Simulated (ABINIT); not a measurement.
# Se (P3_121) in ABINIT: further runs

Aim: see how the results for Se move with the level of theory and the settings. Levels: PBE, r2SCAN. Tasks: single point.

Program: ABINIT 10.8.3 (patched build). These are calculated values, not measurements. Logs are shortened: lines on timing, memory, paths and dates and some standing lists are left out, and cuts for length are marked. The log counts tension as positive stress, the text compression.

### 1 The structure

Symmetry: P3_121, No. 152, trigonal system. Conventional cell: a = 4.366 Å, b = 4.366 Å, c = 4.954 Å, α = 90.00°, β = 90.00°, γ = 120.00°. Se (site symmetry 2) has 2 Se at 2.37 Å as nearest neighbours.

### 2 Single point, PBE

File run.abi:

```
pp_dirpath "./"
pseudos "Se.GGA_PBE-JTH.xml"

acell 8.2509222053 8.2509222053 9.3609473309
rprim
     1.0000000000     0.0000000000     0.0000000000
    -0.5000000000     0.8660254038     0.0000000000
     0.0000000000     0.0000000000     1.0000000000
ntypat 1
znucl 34
natom 3
typat 1 1 1
xred
     0.7746000000     0.7746000000     0.0000000000
     0.0000000000     0.2254000000     0.6666666667
     0.2254000000     0.0000000000     0.3333333333

ecut 15.0
pawecutdg 30.0

kptopt 1
ngkpt 9 9 8
nshiftk 1
shiftk 0.0 0.0 0.0

ixc 11

nband 13
occopt 3
tsmear 0.05 eV

nstep 100
tolvrs 1.0e-9

iomode 3
prtwf 0
prtden 0
prteig 0
prtebands 0
enunit 1
```

Potentials or basis: JTH PAW PBE v2.0.

Run with:

```bash
> abinit run.abi > log 2>&1
```

run.abo:

```text
.Version 10.8.3 of ABINIT
 Symmetries : space group P3_1 2 1 (#152); Bravais hP (primitive hexag.)
================================================================================
 Values of the parameters that define the memory need of the present run
     intxc =       0    ionmov =       0      iscf =      17    lmnmax =       8
     lnmax =       4     mgfft =      36  mpssoang =       2    mqgrid =    3001
     natom =       3  nloc_mem =       2    nspden =       1   nspinor =       1
    nsppol =       1      nsym =       6    n1xccc =       1    ntypat =       1
    occopt =       3   xclevel =       2
       mpw =        1548          nfft =       32400          nkpt =          81
 PAW method is used; the additional fine FFT grid is defined by:
   mgfftf=        48    nfftf =     97200
================================================================================
================================================================================

--------------------------------------------------------------------------------
------------- Echo of variables that govern the present computation ------------
--------------------------------------------------------------------------------
 -outvars: echo values of preprocessed input variables --------
            acell      8.2509222053E+00  8.2509222053E+00  9.3609473309E+00 Bohr
              amu      7.89600000E+01
             ecut      1.50000000E+01 Hartree
           enunit           1
                       outvar_i_n : Printing only first  50 k-points.
              ixc          11
                       outvar_i_n : Printing only first  50 k-points.
         kptrlatt        9    0    0      0    9    0      0    0    8
          kptrlen      7.42582998E+01
            natom           3
            nband          13
            ngfft          30      30      36
          ngfftdg          45      45      48
             nkpt          81
            nstep         100
             nsym           6
           ntypat           1
                       prtocc : prtvol=0, do not print more k-points.
           occopt           3
        pawecutdg      3.00000000E+01 Hartree
         pawxcdev           0
           prtden           0
        prtebands           0
           prteig           0
            prtwf           0
            rprim      1.0000000000E+00  0.0000000000E+00  0.0000000000E+00
                      -5.0000000000E-01  8.6602540380E-01  0.0000000000E+00
                       0.0000000000E+00  0.0000000000E+00  1.0000000000E+00
          spgroup         152
           tolvrs      1.00000000E-09
           tsmear      1.83746611E-03 Hartree
            typat      1  1  1
           useylm           1
                       outvars : Printing only first  50 k-points.
           xangst      1.6910292588E+00  2.9289485935E+00 -9.1660012850E-17
                      -4.9207073966E-01  8.5229152203E-01  3.3023999977E+00
                       9.8414147933E-01 -2.7986798919E-16  1.6511999989E+00
            xcart      3.1955821701E+00  5.5349106785E+00 -1.7321232098E-16
                      -9.2987893254E-01  1.6105975561E+00  6.2406315539E+00
[... 137 lines left out ...]
 cartesian forces (hartree/bohr) at end:
    1     -0.00410763644554    -0.00711463502257    -0.00000000000000
    2     -0.00410763644554     0.00711463502257     0.00000000000000
    3      0.00821527289108    -0.00000000000000    -0.00000000000000
 frms,max,avg= 4.7430900E-03 8.2152729E-03   0.000E+00  0.000E+00  0.000E+00 h/b

 cartesian forces (eV/Angstrom) at end:
    1     -0.21122315861409    -0.36584924244821    -0.00000000000000
    2     -0.21122315861409     0.36584924244821     0.00000000000000
    3      0.42244631722818    -0.00000000000000    -0.00000000000000
 frms,max,avg= 2.4389949E-01 4.2244632E-01   0.000E+00  0.000E+00  0.000E+00 e/A
 length scales=  8.250922205300  8.250922205300  9.360947330900 bohr
              =  4.366199997016  4.366199997016  4.953599996615 angstroms
 Fermi (or HOMO) energy (eV) =   0.73341   Average Vxc (eV)=  -9.14138
 Eigenvalues (   eV  ) for nkpt=  81  k points:
 kpt#   1, nband= 13, wtk=  0.00154, kpt=  0.0000  0.0000  0.0000 (reduced coord)
 -15.67968  -11.56512  -11.56512   -3.66937   -3.66937   -3.58460   -1.87366   -1.87366
  -0.22786    2.06833    2.06833    2.33603    6.35997
 prteigrs : prtvol=0 or 1, do not print more k-points.

--- !EnergyTerms
iteration_state     : {dtset: 1, }
comment             : Components of total free energy in Hartree
kinetic             :  1.01379368250933E+01
hartree             :  3.43127245370935E+00
xc                  : -1.89459248716139E+01
Ewald energy        : -2.57441472991276E+01
psp_core            :  3.05223698064096E+00
local_psp           : -1.09883950588030E+01
PAW spherical_terms :  1.03236280461600E+01
internal            : -2.87333929239409E+01
'-kT*entropy'       : -2.03284360161421E-08
total_energy        : -2.87333929442693E+01
total_energy_eV     : -7.81875453564057E+02
...

--- !EnergyTermsDC
iteration_state     : {dtset: 1, }
comment             : '"Double-counting" decomposition of free energy'
band_energy         : -4.08218464353293E+00
Ewald energy        : -2.57441472991276E+01
psp_core            :  3.05223698064096E+00
xc_dc               : -1.16430394287041E+01
PAW spherical_terms :  9.68374086482480E+00
internal            : -2.87333935258989E+01
'-kT*entropy'       : -2.03284360161421E-08
total_energy_dc     : -2.87333935462273E+01
total_energy_dc_eV  : -7.81875469944169E+02
...

--- !EnergyTermsWithPAWCore
iteration_state     : {dtset: 1, }
comment             : 'Components of total free energy, including PAW core contributions'
Total energy        : -7.29027437855850E+03
Total energy DC     : -7.29027437916046E+03
Total energy (eV)   : -1.98378471954135E+05
Total energy DC (eV): -1.98378471970515E+05
...

 Cartesian components of stress tensor (hartree/bohr^3)
  sigma(1 1)= -7.16384916E-05  sigma(3 2)=  0.00000000E+00
  sigma(2 2)= -7.16384918E-05  sigma(3 1)=  0.00000000E+00
  sigma(3 3)= -1.33639783E-04  sigma(2 1)=  0.00000000E+00

-Cartesian components of stress tensor (GPa)         [Pressure=  2.7157E+00 GPa]
- sigma(1 1)= -2.10767719E+00  sigma(3 2)=  0.00000000E+00
- sigma(2 2)= -2.10767720E+00  sigma(3 1)=  0.00000000E+00
- sigma(3 3)= -3.93181815E+00  sigma(2 1)=  0.00000000E+00

== END DATASET(S) ==============================================================
================================================================================

 -outvars: echo values of variables after computation  --------
            acell      8.2509222053E+00  8.2509222053E+00  9.3609473309E+00 Bohr
           etotal     -2.8733393546E+01
            fcart     -4.1076364455E-03 -7.1146350226E-03 -5.7529331765E-29
                      -4.1076364455E-03  7.1146350226E-03  1.1505866353E-28
                       8.2152728911E-03 -7.2782202811E-19 -5.7529331765E-29
            rprim      1.0000000000E+00  0.0000000000E+00  0.0000000000E+00
                      -5.0000000000E-01  8.6602540380E-01  0.0000000000E+00
                       0.0000000000E+00  0.0000000000E+00  1.0000000000E+00
           strten     -7.1638491595E-05 -7.1638491791E-05 -1.3363978251E-04
                       0.0000000000E+00  0.0000000000E+00  0.0000000000E+00
           xangst      1.6910292588E+00  2.9289485935E+00 -9.1660012850E-17
                      -4.9207073966E-01  8.5229152203E-01  3.3023999977E+00
                       9.8414147933E-01 -2.7986798919E-16  1.6511999989E+00
             xred      7.7460000000E-01  7.7460000000E-01 -1.8503717077E-17
                      -7.3602952348E-17  2.2540000000E-01  6.6666666667E-01
                       2.2540000000E-01 -7.4014868308E-17  3.3333333333E-01
 Calculation completed.
```

Run time: 46 s. Hardware: 1 thread of Arm Neoverse V1, shared host; peak memory 0.13 GiB.

Results:

| Property | Result |
| --- | --- |
| Free energy | -781.8755 eV |
| Pressure | 2.7 GPa |
| Largest force | 0.422 eV/Å |
| Band gap on the k mesh | 1.03 eV, indirect (least direct gap 1.26 eV) |
| Valence electrons inside the program's atomic spheres | Se 3.87 (radii [1.1702] Å) |

Forces in eV/Å, atoms in the order of the input:
```
Se  -0.211 -0.366  0.000
Se  -0.211  0.366  0.000
Se   0.422  0.000  0.000
```

Levels at points of the mesh, in eV from the valence-band top:
| k point | band 5 | band 6 | band 7 | band 8 | band 9 | band 10 | band 11 | band 12 | band 13 |
| --- | --- | --- | --- | --- | --- | --- | --- | --- | --- |
| (0.00, 0.00, 0.00) | -3.85 | -3.76 | -2.05 | -2.05 | -0.41 | 1.89 | 1.89 | 2.16 | 6.18 |
| (0.00, 0.00, 0.50) | -3.39 | -3.39 | -1.55 | -1.55 | -1.12 | 1.20 | 1.20 | 1.27 | 6.30 |

Caveat: an odd mesh through Γ misses points on the zone boundary, where band edges often lie.

### 3 Single point, r2SCAN

run.abi: that of step 2 with these lines changed.

```diff
@@ -17,7 +17,7 @@
 
-ecut 15.0
-pawecutdg 30.0
+ecut 18.0
+pawecutdg 36.0
 
 kptopt 1
-ngkpt 9 9 8
+ngkpt 6 6 5
 nshiftk 1
@@ -25,3 +25,5 @@
 
-ixc 11
+ixc -497498
+usekden 1
+pawxcdev 0
 
@@ -32,3 +34,3 @@
 nstep 100
-tolvrs 1.0e-9
+tolvrs 1.0e-7
```

Potentials or basis: JTH PAW PBE v2.0.

Run with:

```bash
> abinit run.abi > log 2>&1
```

run.abo:

```text
.Version 10.8.3 of ABINIT
 Symmetries : space group P3_1 2 1 (#152); Bravais hP (primitive hexag.)
================================================================================
 Values of the parameters that define the memory need of the present run
     intxc =       0    ionmov =       0      iscf =      17    lmnmax =       8
     lnmax =       4     mgfft =      36  mpssoang =       2    mqgrid =    3001
     natom =       3  nloc_mem =       2    nspden =       1   nspinor =       1
    nsppol =       1      nsym =       6    n1xccc =       1    ntypat =       1
    occopt =       3   xclevel =       2
       mpw =        2028          nfft =       36864          nkpt =          27
 PAW method is used; the additional fine FFT grid is defined by:
   mgfftf=        54    nfftf =    124416
================================================================================
================================================================================

--------------------------------------------------------------------------------
------------- Echo of variables that govern the present computation ------------
--------------------------------------------------------------------------------
 -outvars: echo values of preprocessed input variables --------
            acell      8.2509222053E+00  8.2509222053E+00  9.3609473309E+00 Bohr
              amu      7.89600000E+01
             ecut      1.80000000E+01 Hartree
           enunit           1
              ixc     -497498
         kptrlatt        6    0    0      0    6    0      0    0    5
          kptrlen      4.68047367E+01
            natom           3
            nband          13
            ngfft          32      32      36
          ngfftdg          48      48      54
             nkpt          27
            nstep         100
             nsym           6
           ntypat           1
           occopt           3
        pawecutdg      3.60000000E+01 Hartree
         pawxcdev           0
           prtden           0
        prtebands           0
           prteig           0
          prtkden           1
            prtwf           0
            rprim      1.0000000000E+00  0.0000000000E+00  0.0000000000E+00
                      -5.0000000000E-01  8.6602540380E-01  0.0000000000E+00
                       0.0000000000E+00  0.0000000000E+00  1.0000000000E+00
          spgroup         152
           tolvrs      1.00000000E-07
           tsmear      1.83746611E-03 Hartree
            typat      1  1  1
          usekden           1
           useylm           1
           xangst      1.6910292588E+00  2.9289485935E+00 -9.1660012850E-17
                      -4.9207073966E-01  8.5229152203E-01  3.3023999977E+00
[... 161 lines left out ...]
  -0.55347    2.03298    2.03298    2.29248    6.72817
 prteigrs : prtvol=0 or 1, do not print more k-points.

--- !EnergyTerms
iteration_state     : {dtset: 1, }
comment             : Components of total free energy in Hartree
kinetic             :  1.01668400080801E+01
hartree             :  3.44456934414514E+00
xc                  : -1.82272134715084E+01
Ewald energy        : -2.57441472991276E+01
psp_core            :  3.05223698064096E+00
local_psp           : -1.10073590376808E+01
PAW spherical_terms :  4.02093124961635E+01
internal            :  1.89423902071286E+00
'-kT*entropy'       : -8.14080142742119E-10
total_energy        :  1.89423901989878E+00
total_energy_eV     :  5.15448696126742E+01
...

--- !EnergyTermsDC
iteration_state     : {dtset: 1, }
comment             : '"Double-counting" decomposition of free energy'
band_energy         : -4.41631454689252E+00
Ewald energy        : -2.57441472991276E+01
psp_core            :  3.05223698064096E+00
xc_dc               : -1.03418366330192E+01
PAW spherical_terms :  3.93443092913516E+01
internal            :  1.89424779295323E+00
'-kT*entropy'       : -8.14080142742119E-10
total_energy_dc     :  1.89424779213915E+00
total_energy_dc_eV  :  5.15451083174950E+01
...

--- !EnergyTermsWithPAWCore
iteration_state     : {dtset: 1, }
comment             : 'Components of total free energy, including PAW core contributions'
Total energy        : -7.29127553797005E+03
Total energy DC     : -7.29127552919781E+03
Total energy (eV)   : -1.98405714889576E+05
Total energy DC (eV): -1.98405714650871E+05
...

 Cartesian components of stress tensor (hartree/bohr^3)
  sigma(1 1)= -4.19985070E-05  sigma(3 2)=  0.00000000E+00
  sigma(2 2)= -4.19985072E-05  sigma(3 1)=  0.00000000E+00
  sigma(3 3)= -7.05002925E-05  sigma(2 1)=  0.00000000E+00

-Cartesian components of stress tensor (GPa)         [Pressure=  1.5152E+00 GPa]
- sigma(1 1)= -1.23563874E+00  sigma(3 2)=  0.00000000E+00
- sigma(2 2)= -1.23563874E+00  sigma(3 1)=  0.00000000E+00
- sigma(3 3)= -2.07419022E+00  sigma(2 1)=  0.00000000E+00

== END DATASET(S) ==============================================================
================================================================================

 -outvars: echo values of variables after computation  --------
            acell      8.2509222053E+00  8.2509222053E+00  9.3609473309E+00 Bohr
           etotal      1.8942477921E+00
            fcart     -7.0808871362E-04 -1.2264456282E-03 -0.0000000000E+00
                      -7.0808871362E-04  1.2264456282E-03 -0.0000000000E+00
                       1.4161774272E-03  8.2879284724E-20 -0.0000000000E+00
            rprim      1.0000000000E+00  0.0000000000E+00  0.0000000000E+00
                      -5.0000000000E-01  8.6602540380E-01  0.0000000000E+00
                       0.0000000000E+00  0.0000000000E+00  1.0000000000E+00
           strten     -4.1998507018E-05 -4.1998507215E-05 -7.0500292523E-05
                       0.0000000000E+00  0.0000000000E+00  0.0000000000E+00
           xangst      1.6910292588E+00  2.9289485935E+00 -9.1660012850E-17
                      -4.9207073966E-01  8.5229152203E-01  3.3023999977E+00
                       9.8414147933E-01 -2.7986798919E-16  1.6511999989E+00
             xred      7.7460000000E-01  7.7460000000E-01 -1.8503717077E-17
                      -7.3602952348E-17  2.2540000000E-01  6.6666666667E-01
                       2.2540000000E-01 -7.4014868308E-17  3.3333333333E-01
 Calculation completed.
```

Wall time 67 s (1 thread of Arm Neoverse V1, shared host); peak memory 0.16 GiB.

What came out:

```
Free energy                                           : 51.5451 eV
Pressure                                              : 1.5 GPa
Largest force                                         : 0.073 eV/Å
Band gap on the k mesh                                : 1.56 eV, indirect (least direct gap 1.77 eV)
Valence electrons inside the program's atomic spheres : Se 3.88 (radii [1.1702] Å)
```

Forces on the atoms (eV/Å):
```
Se  -0.036 -0.063  0.000
Se  -0.036  0.063  0.000
Se   0.073  0.000  0.000
```

Caveat: totals of a meta-GGA on PAW files have another zero than those of a GGA; the PAW data sets were made with another functional, which shifts forces and pressure a little; an odd mesh through Γ misses points on the zone boundary, where band edges often lie.
